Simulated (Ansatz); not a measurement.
# InAs (F-43m) in Ansatz: further runs

Aim: see how the results for InAs move with the level of theory and the settings. Levels: RPBE, PBE. Tasks: relaxation of cell and atoms, single point.

All numbers are computed with Ansatz 0.2.0; they aren't measurements. Logs are shortened: lines on timing, memory, paths and dates and some standing lists are left out, and cuts for length are marked.

**What was measured.**

From a printed reference work, data compilation, for a bulk crystal of InAs at 4.2 K: band gap 0.418 eV (direct).

How close the calculation comes is told below.

### 1 The crystal as given

Symmetry: F-43m, No. 216, cubic system. The conventional cell has a = 6.036 Å, b = 6.036 Å, c = 6.036 Å, α = 90.00°, β = 90.00°, γ = 90.00°. In (site symmetry -43m) is surrounded by 4 As at 2.61 Å. As (site symmetry -43m) has 4 In at 2.61 Å as nearest neighbours.

### 2 Relaxation of cell and atoms, RPBE

input.yaml reads:

```yaml
crystal:
  lattice:
    - [0.0, 3.018, 3.018]
    - [3.018, 0.0, 3.018]
    - [3.018, 3.018, 0.0]
  atoms:
    - { symbol: In, position: [0.0, 0.0, 0.0] }
    - { symbol: As, position: [0.75, 0.75, 0.75] }
kpoints:
  mp_grid: { grid: [8, 8, 8] }
scf:
  occupations: { method: fermi_dirac, width: 0.05 }
hamiltonian:
  xc: rpbe
  pseudopotentials: { kind: all_electron, lapw: { basis_error: 0.001 } }
output:
  forces: true
  stress: true
relax:
  f_tol: 0.005
  max_steps: 60
  cell: {}
```

Potentials or basis: all-electron LAPW, scalar-relativistic.

On the command line:

```console
$ ansatz run input.yaml --threads 1 --pin off --max-ram 3072MiB --backend cpu --events-out ev --progress --plain --runs-dir out
```

Standard output:

```text
Warning: RAYON_NUM_THREADS=1 ignored (pool sized by the plan → 1); use --threads N
The last accepted step is kept in <dir> (removed where the run ends without a failure and the disk answers)
LAPW: plane waves up to 8.950 Å⁻¹, error target 1.0e-3 eV per atom; small_component_spin mean_spin; As in spheres of 1.230 Å, 23 of its electrons in bands, Dirac shells []; In in spheres of 1.306 Å, 21 of its electrons in bands, Dirac shells [] (how accurate: hamiltonian.pseudopotentials.lapw.basis_error, Limitations)
Engine: ansatz 0.2.0, x86_64-unknown-linux-gnu
Pseudopotentials: kind: all_electron
Pseudopotential: In, LAPW, valence charge 21, lapw/all_electron/scalar/gaussian/In, Koelling and Harmon's equation, gaussian nucleus
Pseudopotential: As, LAPW, valence charge 23, lapw/all_electron/scalar/gaussian/As, Koelling and Harmon's equation, gaussian nucleus
Functional definition: RPBE
  parameter kappa = 0.804
  parameter beta = 0.06672455060314922
  exchange = rpbe_x(kappa = kappa, mu = beta*pi^2/3)
  correlation = pbe_c(beta = beta)
Crystal: 2 atoms, lattice volume = 54.978 Å³
Basis set: ecut = 305.22096062180844 eV, 645 PW (Γ), exchange–correlation at level 2
Bands: 27, of which v1, the nominal top of the filled ones, is band 22 counted from 1 (21 counted from 0)
Symmetry: 24 space group operations
Space group: F-43m (ITA 216), of the structure as read, at distance tolerance 3.8e-5 Å
k-points: 29 of 512 (time reversal used)
Non-local potential: In, projectors of the file, none
Non-local potential: As, projectors of the file, none
Initial density: superposition of atomic densities (chi_scale 0.1, normalization cell, long waves kept (reshape's long-wave potential 0.00 eV rms))
Initial wavefunctions: plane waves of lowest kinetic energy (no species holds an atomic orbital)
Functional: x = rpbe, c = pbe(β = 0.06672455060314922)
iter 1 solved again at ethr=2.16e-3 eV; its pass at ethr=1.00e-1 eV (dr2=9.50e-1 eV) is discarded
SCF iter   1: F=—  HF=-221584.870316 eV  |F-HF|=—  |Δ(HF+E_count)|=         —  Δρ=3.02e-2  dr2=9.52e-1  ethr=2.16e-3  ⟨swp⟩=2.0  Hψ=4925  notcnv=0
preconditioner: auto → none  [insulator: Δε(μ)=0.247 eV  Ē_g=15.169 eV  σ=0.050 eV  W_gap=0.81  n_scr=14 (ndim 8)  ℏωp=21.2 eV  f_vac=0.131  D(μ)=0.02/eV (n_scr^D=0)  ε∞_Penn≈3.0]
iter 2 solved again at ethr=1.07e-4 eV; its pass at ethr=2.16e-3 eV (dr2=4.70e-2 eV) is discarded
SCF iter   2: F=—  HF=-221584.620547 eV  |F-HF|=—  |Δ(HF+E_count)|=   2.50e-1  Δρ=9.71e-3  dr2=4.69e-2  ethr=1.07e-4  ⟨swp⟩=2.0  Hψ=3956  notcnv=0
SCF iter   3: F=—  HF=-221584.610798 eV  |F-HF|=—  |Δ(HF+E_count)|=         —  Δρ=4.98e-3  dr2=1.44e-2  ethr=1.07e-4  ⟨swp⟩=2.0  Hψ=2291  notcnv=0
the basis was enlarged: its passes take 160.6 KiB over the memory plan, 1 of 1 planned eigensolver slots
[... 28 lines left out ...]
SCF iter   4: F=-221584.720203 eV  HF=-221584.720203 eV  |F-HF|=7.46e-8  |Δ(HF+E_count)|=   5.63e-7  Δρ=5.83e-6  dr2=2.42e-8  ethr=5.49e-11  ⟨swp⟩=2.0  Hψ=3886  notcnv=0
SCF 3 converged in 4 iterations: F = -221584.720203 eV  dr2 = 2.42e-8
relax step   3: F+E_penalty+E_count = -221584.72020329 eV  Δ(F+E_penalty+E_count) = -5.407e-3 eV  max|allowed force component| = 1.619e-17 eV/Å  Δτ_max = 0.0000 Å  P = -0.213 GPa  Ω = 61.509 Å³  (4 SCF iters, accepted)
Crystal: 2 atoms, lattice volume = 61.190 Å³
Basis set: ecut = 284.19598276929673 eV, 645 PW (Γ), exchange–correlation at level 2
iter 1 solved again at ethr=5.90e-9 eV; its pass at ethr=1.00e-1 eV (dr2=2.60e-6 eV) is discarded
SCF iter   1: F=—  HF=-221584.720404 eV  |F-HF|=—  |Δ(HF+E_count)|=         —  Δρ=3.63e-5  dr2=1.73e-6  ethr=5.90e-9  ⟨swp⟩=4.9  Hψ=4310  notcnv=0
preconditioner: auto → none  [insulator: Δε(μ)=0.850 eV  Ē_g=15.129 eV  σ=0.050 eV  W_gap=0.76  n_scr=14 (ndim 8)  ℏωp=20.1 eV  f_vac=0.238  D(μ)=0.06/eV (n_scr^D=0)  ε∞_Penn≈2.8]
SCF iter   2: F=—  HF=-221584.720405 eV  |F-HF|=—  |Δ(HF+E_count)|=   1.34e-6  Δρ=1.81e-5  dr2=3.70e-7  ethr=3.92e-9  ⟨swp⟩=3.0  Hψ=2269  notcnv=0
SCF iter   3: F=-221584.720406 eV  HF=-221584.720406 eV  |F-HF|=5.88e-9  |Δ(HF+E_count)|=   8.08e-7  Δρ=7.41e-6  dr2=7.26e-8  ethr=8.42e-10  ⟨swp⟩=3.0  Hψ=2299  notcnv=0
SCF 4 converged in 3 iterations: F = -221584.720406 eV  dr2 = 7.26e-8
relax step   4: F+E_penalty+E_count = -221584.72040616 eV  Δ(F+E_penalty+E_count) = -2.029e-4 eV  max|allowed force component| = 1.561e-17 eV/Å  Δτ_max = 0.0000 Å  P = +0.010 GPa  Ω = 61.190 Å³  (3 SCF iters, accepted)
iter 1 solved again at ethr=1.65e-10 eV; its pass at ethr=1.00e-1 eV (dr2=7.27e-8 eV) is discarded
SCF iter   1: F=—  HF=-221584.720407 eV  |F-HF|=—  |Δ(HF+E_count)|=         —  Δρ=7.41e-6  dr2=7.27e-8  ethr=1.65e-10  ⟨swp⟩=4.3  Hψ=3828  notcnv=0
SCF iter   2: F=-221584.720407 eV  HF=-221584.720407 eV  |F-HF|=2.06e-8  |Δ(HF+E_count)|=   4.57e-8  Δρ=3.23e-6  dr2=1.04e-8  ethr=1.65e-10  ⟨swp⟩=3.0  Hψ=2283  notcnv=0
SCF 5 converged in 2 iterations: F = -221584.720407 eV  dr2 = 1.04e-8
relax step   5: F+E_penalty+E_count = -221584.72040734 eV  Δ(F+E_penalty+E_count) = -1.178e-6 eV  max|allowed force component| = 1.850e-17 eV/Å  Δτ_max = 0.0000 Å  P = +0.011 GPa  Ω = 61.190 Å³  stress off target by 1.08e-2 GPa  SCF on the basis re-selected at this cell (its energy is not comparable with the rows above)  (2 SCF iters)
basis re-selected at this cell: Δ(F+E_penalty+E_count) = -1.178e-6 eV, ΔP = +0.001 GPa vs the last step (what re-selecting the basis moved, after the strain that the cell walked since its last selection, with what the two solves' SCF thresholds leave and, on support functions, any second-order correction that the steps lacked; it is no measure of the basis error at this ecutwfc). This SCF's stress stands 1.08e-2 GPa from its target on what of the cell is left free (relax.cell.stress_tol is 5.00e-2 GPa) and its largest allowed force component is 1.85e-17 eV/Å (relax.f_tol is 5.00e-3 eV/Å): within both
SCF converged after 2 iterations
Free energy (F): -221584.720407 eV
Harris-Foulkes:  -221584.720407 eV  (|F-HF|=2.06e-8)
Internal energy: -221584.719788 eV  (E = F + TS)
E sigma→0 (E₀):  -221584.720098 eV
Entropy (-TS):   -0.000619 eV (-0.310 meV/atom)
Fermi energy:    8.370729 eV
--- Per-component energies (eV) ---
  E_band       = -1969.057492
  E_kinetic    = 230899.900590
  E_xc         = -6649.550960
  E_electrostatic = -445835.069418  (all electrons and nuclei)
  E_smearing   = -0.000619  (= −TS)
  E_closure    = 0.000000  (closes the sum)
  E_atoms      = -221577.685933  (free atoms, spherical and without spin; not in F)
  Σ components = -221584.720407   (vs F -221584.720407, Δ=0.00e0)
  Basis errors (estimates in eV, not in F): energy 3.9e-4 per atom: plane waves 3.4e-4 (2.0e-4 summed), levels above the bands 1.3e-59, relativity 9.1e-8, radial functions 4.3e-5, core shells 3.6e-7; eigenvalues (radial functions only) 4.2e-7; not estimated: angular momenta, meshes, grids; target (lapw.basis_error) 1.0e-3; muffin-tin radii As 1.274 Å, In 1.353 Å
--- Forces (eV/Å), atoms counted from 1 ---
  atom   1  In    -0.00000000    -0.00000000    -0.00000000
  atom   2  As     0.00000000     0.00000000     0.00000000
  max |Σ_I F_I| component: 1.39e-17 eV/Å
--- Stress (GPa, compression-positive) ---
        0.010804      -0.000000      -0.000000
       -0.000000       0.010804       0.000000
       -0.000000       0.000000       0.010804
  P = ⅓ Tr σ = 0.0108 GPa (0.108 kbar)
--- Relaxed structure (4 steps of the walk, 4 accepted, 1 SCFs on fresh bases) ---
  F+E_penalty+E_count = -221584.72040734 eV   max|allowed force component| = 1.850e-17 eV/Å   (the final SCF, on the basis selected at the relaxed cell)
  cell:  # Å, volume = 61.1903 Å³
    - [-5.018941452402155e-33, 3.1276449457852493, 3.1276449457852493]
    - [3.1276449457852493, 9.369115325486765e-33, 3.1276449457852493]
    - [3.1276449457852493, 3.1276449457852493, 9.416884438295161e-33]
  atoms:
    - { symbol: In, position: [-1.9915528058676272e-33, 1.762883191308727e-33, 1.2656597270934451e-33] }
    - { symbol: As, position: [0.7499999999999999, 0.7499999999999999, 0.7499999999999999] }
```

It took 82 s on 1 thread of Intel Xeon at 2.50GHz (Skylake/Cascade Lake), shared host; peak memory 0.36 GiB.

What came out:

| Quantity | Value |
| --- | --- |
| Free energy | -221584.7204 eV |
| Relaxed volume | 30.60 Å³/atom |
| Relaxed cell | a = 4.423 Å, b = 4.423 Å, c = 4.423 Å, α = 60.00°, β = 60.00°, γ = 60.00° |
| Space group after relaxing (to 0.05 Å) | F-43m (No. 216) |
| Energy gained by relaxing | 53.0 meV/atom |
| Ionic steps | 5 |
| Pressure after relaxing | 0.0 GPa |

Step by step:
```tsv
step	energy change (eV)	largest force (eV/Å)	volume (Å³)
1	0.0000	0.0000	54.98
2	-0.1005	0.0000	62.84
3	-0.1059	0.0000	61.51
4	-0.1061	0.0000	61.19
5	-0.1061	0.0000	61.19
```

Final structure:
```xyz
2
Lattice="0.0000 3.1276 3.1276 3.1276 0.0000 3.1276 3.1276 3.1276 0.0000" Properties=species:S:1:pos:R:3 pbc="T T T"
In    0.0000    0.0000    0.0000
As    4.6915    4.6915    4.6915
```

Caveat: the volume moved by +11 % from the deposited cell, more than functionals usually miss. RPBE and its kin give volumes clearly too large for solids.

### 3 Single point, PBE

input.yaml reads:

```yaml
crystal:
  lattice:
    - [0.0, 3.018, 3.018]
    - [3.018, 0.0, 3.018]
    - [3.018, 3.018, 0.0]
  atoms:
    - { symbol: In, position: [0.0, 0.0, 0.0] }
    - { symbol: As, position: [0.75, 0.75, 0.75] }
kpoints:
  mp_grid: { grid: [6, 6, 6] }
scf:
  occupations: { method: fermi_dirac, width: 0.06 }
hamiltonian:
  xc: pbe
  pseudopotentials: { kind: all_electron, lapw: { basis_error: 0.003 } }
output:
  forces: true
  stress: true
  eigenvalues: true
```

Potentials or basis: all-electron LAPW, scalar-relativistic.

On the command line:

```console
$ ansatz run input.yaml --threads 1 --pin off --max-ram 3072MiB --backend cpu --events-out ev --progress --plain --runs-dir out
```

Run time: 10 s. Hardware: 1 thread of Intel Xeon at 2.50GHz (Skylake/Cascade Lake), shared host; peak memory 0.28 GiB.

The run converged. Its results:

* Free energy: -221570.3135 eV
* Pressure: 4.4 GPa
* Band gap on the k mesh: none (metal or under the smearing width)

Levels at points of the mesh, in eV from the Fermi level:
| k point | band 18 | band 19 | band 20 | band 21 | band 22 | band 23 | band 24 | band 25 | band 26 | band 27 |
| --- | --- | --- | --- | --- | --- | --- | --- | --- | --- | --- |
| (0.00, 0.00, 0.00) | -14.33 | -11.95 | -0.22 | -0.05 | -0.05 | -0.05 | 3.87 | 3.87 | 3.87 | 7.49 |
| (0.00, 0.00, -0.50) | -14.32 | -10.46 | -5.83 | -1.04 | -1.04 | 0.92 | 4.64 | 4.64 | 6.82 | 9.02 |
| (0.00, -0.50, -0.50) | -14.31 | -9.91 | -5.90 | -2.39 | -2.39 | 1.49 | 2.02 | 9.17 | 9.27 | 9.27 |

Caveat: the k mesh is thin for a metal, which can move the energy by tens of meV per atom; this crystal is a semiconductor, whose small gap the functional closes, so the metal is an error of the method.

### 4 Single point, PBE

input.yaml reads:

```yaml
crystal:
  lattice:
    - [0.0, 3.018, 3.018]
    - [3.018, 0.0, 3.018]
    - [3.018, 3.018, 0.0]
  atoms:
    - { symbol: In, position: [0.0, 0.0, 0.0] }
    - { symbol: As, position: [0.75, 0.75, 0.75] }
kpoints:
  mp_grid: { grid: [8, 8, 8] }
scf:
  occupations: { method: gaussian, width: 0.03 }
hamiltonian:
  xc: pbe
  pseudopotentials: { kind: all_electron, lapw: { basis_error: 0.001 } }
output:
  forces: true
  stress: true
  eigenvalues: true
```

On the command line:

```console
$ ansatz run input.yaml --threads 1 --pin off --max-ram 3072MiB --backend cpu --events-out ev --progress --plain --runs-dir out
```

Run time: 24 s. Hardware: 1 thread of Intel Xeon at 2.50GHz (Skylake/Cascade Lake), shared host; peak memory 0.33 GiB.

It converged, with:

| Property | Result |
| --- | --- |
| Free energy | -221570.3293 eV |
| Pressure | 4.3 GPa |
| Band gap on the k mesh | none (metal or under the smearing width) |

Levels at points of the mesh, in eV from the Fermi level:
| k point | band 19 | band 20 | band 21 | band 22 | band 23 | band 24 | band 25 | band 26 |
| --- | --- | --- | --- | --- | --- | --- | --- | --- |
| (0.00, 0.00, 0.00) | -11.91 | -0.18 | -0.01 | -0.01 | -0.01 | 3.91 | 3.91 | 3.91 |
| (0.00, 0.00, -0.50) | -10.42 | -5.79 | -1.00 | -1.00 | 0.96 | 4.68 | 4.68 | 6.86 |
| (0.00, -0.50, -0.50) | -9.88 | -5.86 | -2.35 | -2.35 | 1.54 | 2.06 | 9.21 | 9.31 |

Caveat: this crystal is a semiconductor, whose small gap the functional closes, so the metal is an error of the method.

### 5 Summary

| task | level | cell | k mesh | cutoff (eV) | smearing | basis error allowed | gap on the mesh (eV) | pressure (GPa) |
| --- | --- | --- | --- | --- | --- | --- | --- | --- |
| relaxation of cell and atoms | RPBE | relaxed | 8 × 8 × 8 | - | fermi-dirac 0.05 eV | 0.001 eV/atom | - | 0.0 |
| single point | PBE | as given | 6 × 6 × 6 | 249 | fermi-dirac 0.06 eV | 0.003 eV/atom | none | 4.4 |
| single point | PBE | as given | 8 × 8 × 8 | 283 | gaussian 0.03 eV | 0.001 eV/atom | none | 4.3 |

Alike in all rows: potentials or basis all-electron LAPW, scalar-relativistic; no spin polarisation.

Caveats: this crystal is a semiconductor, whose small gap the functional closes, so the metal is an error of the method (some runs); the volume moved by +11 % from the deposited cell, more than functionals usually miss (some runs); the k mesh is thin for a metal, which can move the energy by tens of meV per atom (some runs).

Compare energies only between runs with the same functional and basis.

### 6 How close it comes

Step 3. A measured gap of InAs is 0.418 eV (direct; 4.2 K; a printed reference work, data compilation); the calculated 0.00 eV misses it by -0.42 eV. Spin-orbit coupling on As, In is left out. The value is that of PBE on a finite k mesh, which can miss the band edges, without temperature or zero-point motion. Semilocal functionals fall short of measured gaps as a rule.

Step 4. Measured gap of InAs: 0.418 eV (direct; 4.2 K; a printed reference work, data compilation). This calculation gives 0.00 eV (-0.42 eV). Spin-orbit coupling on As, In is left out. The value is that of PBE on a finite k mesh, which can miss the band edges, without temperature or zero-point motion. Semilocal functionals fall short of measured gaps as a rule.
